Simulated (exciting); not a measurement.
MgS (Niningerite):

```xyz
2
Lattice="0.0000 2.6016 2.6016 2.6016 0.0000 2.6016 2.6016 2.6016 0.0000" Properties=species:S:1:pos:R:3 pbc="T T T"
S     2.6016    2.6016    2.6016
Mg    0.0000    0.0000    0.0000
```

Base run:

| Quantity | Value |
| --- | --- |
| Program | exciting (release sodium) |
| Functional | revPBE |
| Potentials or basis | all-electron LAPW+lo, shipped species files, valence relativity iora* |
| rgkmax | 7.5 |
| k mesh | 9 × 9 × 9 |
| Occupations | fermi-dirac, width 0.05 eV |
| Spin | no spin polarisation |

Its results: band gap on the k mesh 3.04 eV, indirect (least direct gap 3.85 eV).

Problem. The run is repeated on the same cell with these changes: functional from revPBE to PBEsol. What comes out?

Solution. Band gap on the k mesh 2.84 eV, indirect (least direct gap 3.59 eV).

Caveats: the mesh misses the band edges, which the band path finds closer together (some runs); an odd mesh through Γ misses points on the zone boundary, where band edges often lie (some runs).

Not every run made on this cell is shown here.
